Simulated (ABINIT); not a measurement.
AgCl (Chlorargyrite):

```xyz
2
Lattice="0.0000 2.7350 2.7350 2.7350 0.0000 2.7350 2.7350 2.7350 0.0000" Properties=species:S:1:pos:R:3 pbc="T T T"
Ag    0.0000    0.0000    0.0000
Cl    2.7350    2.7350    2.7350
```

Program: ABINIT 10.8.3 (patched build). Alike in all runs: task single point; potentials or basis SPMS NC PBE v1.0; no spin polarisation; cell as given; k mesh 6 × 6 × 6; cutoff (eV) 599; smearing fixed.

Task: Order these runs on this cell by their band gap on the k mesh, lowest first.
A. level PBE
B. level PBEsol
C. level HSE06; most SCF steps 60

Result: B (0.70 eV), A (0.91 eV), C (2.20 eV).

Caveats: Libxc's HSE differs a little from that of other programs (some runs).

A k mesh can miss the band edges.
